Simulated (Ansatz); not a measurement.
**Sr: one input, then a changed one**

The cell is COD entry 1540836, as deposited and not checked against the literature; nothing was relaxed. The listed cell was then made from it by scaling, straining or moving an atom.

First run: DFT, PBE, all-electron PAW with datasets made for the crystal, scalar-relativistic (Ansatz 0.2.0).

Command: `ansatz run input.yaml --threads 1 --pin off --max-ram 2048MiB --backend cpu --events-out ev --progress --plain --runs-dir out` The run took 7.2 s on 1 thread of Arm Neoverse V2, with other jobs on the host, peak memory 0.4 GiB.

```yaml
crystal:
  lattice:
    - [4.3100002207, 0.0, 0.0]
    - [-2.1550001104, 3.7325696814, 0.0]
    - [0.0, 0.0, 7.05]
  atoms:
    - { symbol: Sr, position: [0.3333333333, 0.6666666667, 0.2613475177] }
    - { symbol: Sr, position: [0.6666666667, 0.3333333333, 0.75] }
kpoints:
  mp_grid: { grid: [10, 10, 5] }
scf:
  occupations: { method: fermi_dirac, width: 0.08 }
hamiltonian:
  xc: pbe
  pseudopotentials: { kind: all_electron, datasets: crystal }
output:
  forces: true
  stress: true
  eigenvalues: true
  efg: { contact_densities: true }
```

Result: converged; pressure -0.26 GPa; largest force 0.103 eV/Å; no gap on the k mesh; 7 SCF iterations.

The input is then changed:

```diff
@@ -10,5 +10,6 @@
   mp_grid: { grid: [10, 10, 5] }
 scf:
-  occupations: { method: fermi_dirac, width: 0.08 }
+  occupations: { method: methfessel_paxton, width: 0.001 }
+  n_extra_bands: 16
 hamiltonian:
   xc: pbe
```

(1) Predict the outcome of the changed run.

Results:

(1) It converged; energy at zero smearing +0.6 meV/atom from the first run; pressure -0.22 GPa; largest force 0.106 eV/Å; no gap on the k mesh; 7 SCF iterations.
